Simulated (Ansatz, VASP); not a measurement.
**AlRu: VASP beside Ansatz**

Contents of INCAR:

```
SYSTEM = AlRu
PREC     = Accurate       ! precision mode
ENCUT    = 600            ! plane-wave cutoff, eV
EDIFF    = 1E-6           ! SCF threshold, eV
ISMEAR   = 0              ! smearing method
SIGMA    = 0.1            ! smearing width, eV
LREAL    = .FALSE.        ! projectors in reciprocal space
LASPH    = .TRUE.         ! aspherical terms in the spheres
NELM     = 60             ! most SCF steps
ALGO     = Fast           ! electronic algorithm
ISIF     = 3              ! what is computed and relaxed
LWAVE    = .FALSE.        ! write WAVECAR
LCHARG   = .FALSE.        ! write CHGCAR
GGA      = PE             ! functional
IVDW     = 12             ! dispersion correction
IBRION   = 2              ! ionic algorithm
NSW      = 100            ! ionic steps
EDIFFG   = -0.005         ! ionic threshold
```

File KPOINTS:

```
Automatic mesh
0
G
  14 14 14
  0 0 0
```

The input POSCAR:

```
AlRu
1.0
    2.9916000000      0.0000000000      0.0000000000
    0.0000000000      2.9916000000      0.0000000000
    0.0000000000      0.0000000000      2.9916000000
Al Ru
1 1
Direct
    0.0000000000      0.0000000000      0.0000000000
    0.5000000000      0.5000000000      0.5000000000
```

Input for Ansatz:

```yaml
crystal:
  lattice:
    - [2.9916, 0.0, 0.0]
    - [0.0, 2.9916, 0.0]
    - [0.0, 0.0, 2.9916]
  atoms:
    - { symbol: Al, position: [0.0, 0.0, 0.0] }
    - { symbol: Ru, position: [0.5, 0.5, 0.5] }
basis:
  ecutwfc: 420
kpoints:
  mp_grid: { grid: [14, 14, 14] }
hamiltonian:
  xc: pbe
  dispersion: d3bj
scf:
  occupations: { method: gaussian, width: 0.1 }
output:
  forces: true
  stress: true
  eigenvalues: true
relax:
  adjacent_minimum: "off"
  f_tol: 0.005
  max_steps: 80
  cell: { stress_tol: 0.05 }
```

Alike in both runs: task relaxation of cell and atoms; functional PBE; dispersion D3(BJ); k mesh 14 × 14 × 14; occupations gaussian, width 0.1 eV; no spin polarisation.

```csv
,VASP,Ansatz
version,VASP 6.6.1,Ansatz 0.2.0
potentials or method,"VASP PAW PBE potentials, release 64 (Al, Ru_pv)","scalar-relativistic, plane waves, PAW"
plane-wave cutoff (eV),600,420
valence electrons in the cell,17,19
```

|  | VASP | Ansatz | Ansatz less VASP |
| --- | --- | --- | --- |
| gap on the k mesh at the Fermi level, each at its own relaxed structure (eV) | none | none | - |
| relaxed volume (Å³/atom) | 13.14 | 13.15 | +0.006 |
| relaxed cell length with the largest relative difference (Å) | 2.973 | 2.974 | +0.0005 |
| energy change over the relaxation (meV/atom) | -3 | -3 | +0.1 |

A gap of «none» marks a metal or a gap that the smearing closes. The two sets of potentials don't hold the same shells in valence.

Caveats: pairwise dispersion overbinds metals, which lowers pressure and volume.
